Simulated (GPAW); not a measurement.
# PtS2 (P-3m1) in GPAW: single point with PBE

Aim: the single point of PtS2 with PBE.

Everything below comes from runs of GPAW 26.7.0. Logs are shortened: lines on timing, memory, paths and dates and some standing lists are left out, and cuts for length are marked. The log counts tension as positive stress, the text compression.

## Step 1: Starting point

Symmetry: P-3m1, No. 164, trigonal system. The conventional cell has a = 3.543 Å, b = 3.543 Å, c = 5.039 Å, α = 90.00°, β = 90.00°, γ = 120.00°. Pt (site symmetry -3m) has 6 S at 2.34 Å as nearest neighbours. S (site symmetry 3m) has 3 Pt at 2.34 Å as nearest neighbours.

## Step 2: Single point, PBE

run.py reads:

```python
from ase import Atoms
from ase.dft.bandgap import bandgap
from ase.io import write
from ase.units import GPa
from gpaw import GPAW, PW

atoms = Atoms(['Pt', 'S', 'S'],
              cell=[[3.5432, 0.0, 0.0],
                    [-1.7716, 3.0685012107, 0.0],
                    [0.0, 0.0, 5.0388]],
              scaled_positions=[[0.0, 0.0, 0.0],
                                [0.6666666667, 0.3333333333, 0.773],
                                [0.3333333333, 0.6666666667, 0.227]],
              pbc=True)

calc = GPAW(mode=PW(450),
            xc='PBE',
            kpts={'size': (7, 7, 4), 'gamma': True},
            occupations={'name': 'fermi-dirac', 'width': 0.05},
            nbands=26,
            maxiter=120,
            txt='gpaw.txt')
atoms.calc = calc
energy = atoms.get_potential_energy()
forces = atoms.get_forces()
stress = atoms.get_stress()
calc.write('gs.gpw')
write('result.traj', atoms)
print(f'Energy: {energy:.6f} eV')
print('Forces (eV/A):')
print(forces.round(4))
print('Stress (GPa):', (stress / GPa).round(3))
print('Fermi level:', round(calc.get_fermi_level(), 4), 'eV')
print(f'Gap: {bandgap(calc)[0]:.4f} eV, direct: {bandgap(calc, direct=True)[0]:.4f} eV')
```

Potentials or basis: GPAW PAW data sets (gpaw-data 1.2.1), pw.

On the command line:

```
$ OMP_NUM_THREADS=1 python run.py
```

gpaw.txt:

```text
__  _  _
 | _ |_)|_||  |
 |__||  | ||/\| - 26.7.0

Input parameters:
  mode=PW(ecut=450.00000000000006),
  kpts=MonkhorstPack(size=(7, 7, 4), gamma=True),
  maxiter=120,
  nbands=26,
  occupations=Occupations(name='fermi-dirac', width=0.05),
  xc=XC(name='PBE')

Diagonalizing LCAO Hamiltonian
Converting LCAO to pw mode

            S

         S

       Pt

Atoms  # Å, Bohr magnetons
|   | symbol |         x |        y |        z |    initial magnetic moments |
|---|--------|-----------|----------|----------|-----------------------------|
| 0 |     Pt |  0.000000 | 0.000000 | 0.000000 | ( 0.0000,  0.0000,  0.0000) |
| 1 |      S |  1.771600 | 1.022834 | 3.894992 | ( 0.0000,  0.0000,  0.0000) |
| 2 |      S | -0.000000 | 2.045667 | 1.143808 | ( 0.0000,  0.0000,  0.0000) |

Unit cell  # Å
| periodic |         x |        y |        z |  lengths |     angles |
|----------|-----------|----------|----------|----------|------------|
|      yes |  3.543200 | 0.000000 | 0.000000 | 3.543200 |  90.000000 |
|      yes | -1.771600 | 3.068501 | 0.000000 | 3.543200 |  90.000000 |
|      yes |  0.000000 | 0.000000 | 5.038800 | 5.038800 | 120.000000 |

Number of symmetries: 12
Symmetry operations  # r_c * U_cc + t_c -> r_c
|    | kind |            matrix            |
|----|------|------------------------------|
|  0 |  σ   |  1, 1, 0,  0,-1, 0,  0, 0, 1 |
|  1 |  S6  |  1, 1, 0, -1, 0, 0,  0, 0,-1 |
|  2 |  E   |  1, 0, 0,  0, 1, 0,  0, 0, 1 |
|  3 |  C2  |  1, 0, 0, -1,-1, 0,  0, 0,-1 |
|  4 |  C2  |  0, 1, 0,  1, 0, 0,  0, 0,-1 |
|  5 |  C3  |  0, 1, 0, -1,-1, 0,  0, 0, 1 |
|  6 |  S6  |  0,-1, 0,  1, 1, 0,  0, 0,-1 |
|  7 |  σ   |  0,-1, 0, -1, 0, 0,  0, 0, 1 |
|  8 |  σ   | -1, 0, 0,  1, 1, 0,  0, 0, 1 |
|  9 |  i   | -1, 0, 0,  0,-1, 0,  0, 0,-1 |
| 10 |  C3  | -1,-1, 0,  1, 0, 0,  0, 0, 1 |
| 11 |  C2  | -1,-1, 0,  0, 1, 0,  0, 0,-1 |

BZ-sampling:
  Number of BZ points: 196
  Number of IBZ points: 28

  Monkhorst-Pack size: [7, 7, 4]
  Monkhorst-Pack shift: [0.0, 0.0, 0.125]

K-points  # in reciprocal-cell coordinates
|     |                                coordinates |     weight |
|-----|--------------------------------------------|------------|
|   0 | (  0.00000000,   0.00000000,   0.00000000) | 0.00510204 |
|   1 | (  0.00000000,   0.00000000,   0.25000000) | 0.01020408 |
|   2 | (  0.00000000,   0.00000000,   0.50000000) | 0.00510204 |
|   3 | (  0.14285714,   0.00000000,  -0.25000000) | 0.03061224 |
|   4 | (  0.14285714,   0.00000000,   0.00000000) | 0.03061224 |
|   5 | (  0.14285714,   0.00000000,   0.25000000) | 0.03061224 |
|   6 | (  0.14285714,   0.00000000,   0.50000000) | 0.03061224 |
|   7 | (  0.28571429,  -0.14285714,   0.00000000) | 0.03061224 |
|   8 | (  0.28571429,  -0.14285714,   0.25000000) | 0.06122449 |
|   9 | (  0.28571429,  -0.14285714,   0.50000000) | 0.03061224 |
| ... |                                            |            |
|  27 | (  0.42857143,   0.42857143,   0.50000000) | 0.03061224 |

Plane wave coefficients: 1204
Cutoff: 450.00000000000006 eV

Spin-components: 1 (collinear spins)
Bands:           26
Projectors:      16
Spin-degeneracy: 2
Datatype:        complex128

Parallelization:
  kpt:    1
  domain: 1
  band:   1

Density:
  Valence electrons: 28.0
  Components: 1
  Grid points: [18 18 25]
  Charge: 0.0  # |e|

Potential:
  Grid points: [18 18 25]

species:
  Pt:
    name:    Platinum
    Z:       78.0
    valence: 16
    core:    62
    charge:  0.0  # [|e|]
    compensation charges:
      type: gauss
      rc: 0.41  # [Å]
      lmax: 2
    cutoffs:
      filter: 2.26  # [Å]
      core: 2.26  # [Å]
    projectors
    | kind |    occ | energy [eV] | rcut [Å] |
    |------|--------|-------------|----------|
    |   6s |  1.000 |      -5.628 |    1.307 |
    |   5p |  6.000 |     -56.051 |    1.371 |
    |   6p |  0.000 |      -0.845 |    1.371 |
    |   5d |  9.000 |      -6.153 |    1.307 |
    |    s |        |      21.583 |    1.307 |
    |    d |        |      21.058 |    1.307 |

    Using partial waves for Pt as LCAO basis

  S:
    name:    Sulfur
    Z:       16.0
    valence: 6
    core:    10
    charge:  0.0  # [|e|]
    compensation charges:
      type: gauss
      rc: 0.24  # [Å]
      lmax: 2
    cutoffs:
      filter: 1.77  # [Å]
      core: 1.66  # [Å]
    projectors
    | kind |    occ | energy [eV] | rcut [Å] |
    |------|--------|-------------|----------|
    |   3s |  2.000 |     -17.254 |    0.974 |
    |   3p |  4.000 |      -7.008 |    0.979 |
    |    s |        |       9.957 |    0.974 |
    |    p |        |      20.203 |    0.979 |
    |    d |        |       0.000 |    0.900 |

    Using partial waves for S as LCAO basis

Reference energy: -522090.602563  # eV

eigensolver:
  PPCG
  Converge bands: occupied
  niter=2

density mixing:
  MSR1-Mixer
  Pratt-step length: 0.05
  Maximum mixing coefficient: 0.75
  Old densities: 10
  SVD Regularization: 0.005
  Good broyden scale: 1.0
  Trust region scale: 1.0
  Backstep threshold: 4.0
  History deletion threshold: 6.0
  Fourier metric: weight=20.0, sigma=0.015

occupation numbers:
  Fermi-Dirac:
    width: 0.0500  # eV

poisson solver:
  ecut: 3600.0000000000005  # eV

xc functional:
  name: PBE with 2 nearest neighbor stencil

convergence criteria:
- Maximum [total energy] change in last 3 cyles: 0.0005 eV / valence electron
- Maximum integral of absolute [dens]ity change: 0.0001 electrons / valence electron
- Maximum integral of absolute [eigenst]ate change: 4e-08 eV^2 / valence electron
maximum number of iterations: 120

SCF iterations
|iter     | |      energy | eigst |  dens |
|---------|-|-------------|-------|-------|
|iter:   1| |  -17.003538 | +0.32 |       |
|iter:   2| |  -16.466329 | -1.69 | -1.06 |
|iter:   3| |  -15.509771 | -1.58 | -1.13 |
|iter:   4| |  -15.487117 | -3.28 | -1.60 |
|iter:   5| |  -15.473141 | -3.31 | -1.82 |
|iter:   6| |  -15.473183c| -4.72 | -2.77 |
|iter:   7| |  -15.473258c| -5.11 | -3.23 |
|iter:   8| |  -15.473261c| -6.71 | -4.04c|
|iter:   9| |  -15.473261c| -7.63c| -4.52c|

Converged in 9 steps
Energy contributions relative to reference atoms: (reference = -522090.602563)

Energy contributions:
  Kinetic:          12.541446
  Coulomb:         -13.151538
  Zero:             -0.399577
  External:          0.000000
  Xc:              -14.463580
  Entropy:          -0.000026
  Spinorbit:         0.000000
  ----------------------------
  Free energy:     -15.473274
  Extrapolated:    -15.473261

dipole moment: (-6.144818, -10.643138, -17.477146)  # |e|*Ang

Fermi level: 7.764
Eigenvalues  # (at kpt = [0.000, 0.000, 0.000])
| band index |      eig [eV] | occ [0-2] |
|------------|---------------|-----------|
|          0 |       -46.522 |     2.000 |
|        ... |               |           |
|          6 |         0.376 |     2.000 |
|          7 |         0.495 |     2.000 |
|          8 |         3.395 |     2.000 |
|          9 |         3.395 |     2.000 |
|         10 |         5.600 |     2.000 |
|         11 |         6.269 |     2.000 |
[... 8 lines left out ...]
|         20 |        19.347 |     0.000 |
|         21 |        19.923 |     0.000 |
|        ... |               |           |
|         25 |        21.132 |     0.000 |

Gap: 0.811 eV
Transition (v -> c):
  (s=0, k=4, n=13, [0.14, 0.00, 0.00]) -> (s=0, k=10, n=14, [0.29, 0.00, -0.25])
Direct/indirect transitions are different
Direct gap: 0.981 eV
Transition at: (s=0, k=10, n=13, [0.29, 0.00, -0.25])

Forces  # eV/Ang
|        x |        y |        z |
|----------|----------|----------|
| -0.00000 |  0.00000 |  0.00000 |  # Pt   0
| -0.00000 |  0.00000 | -1.29144 |  # S    1
|  0.00000 | -0.00000 |  1.29144 |  # S    2

Stress tensor  # eV/Ang^3
|         x |         y |         z |
|-----------|-----------|-----------|
| -0.075323 |  0.000000 |  0.000000 |
|  0.000000 | -0.075323 |  0.000000 |
|  0.000000 |  0.000000 | -0.064786 |

# Writing to gs.gpw (mode='')
```

It took 17 s on 1 thread of Arm Neoverse V1, shared host; peak memory 0.15 GiB.

What came out:

```yaml
Free_energy: -15.4733 eV
Pressure: 11.5 GPa
Largest_force: 1.291 eV/Å
Band_gap_on_the_k_mesh: 0.81 eV, indirect (least direct gap 0.98 eV)
```

Forces in eV/Å, atoms in the order of the input:
```
Pt   0.000  0.000  0.000
S    0.000  0.000 -1.291
S    0.000  0.000  1.291
```

Levels at points of the mesh, in eV from the valence-band top:
```
           k point  band 10  band 11  band 12  band 13  band 14  band 15  band 16  band 17  band 18  band 19
(0.00, 0.00, 0.00)    -3.94    -1.74    -1.07    -1.07    -0.06     2.49     2.49     4.83     5.83     7.93
(0.00, 0.00, 0.50)    -3.97    -2.43    -1.26    -1.26    -0.84     2.96     2.96     5.50     7.40     7.61
```

Caveat: the cutoff is short for stress and forces, so pressures can be off by a GPa or more; spin-orbit coupling is left out, which moves the levels of the heavy elements; an odd mesh through Γ misses points on the zone boundary, where band edges often lie. PBE gaps usually lie below the measured ones, often by a third to a half.
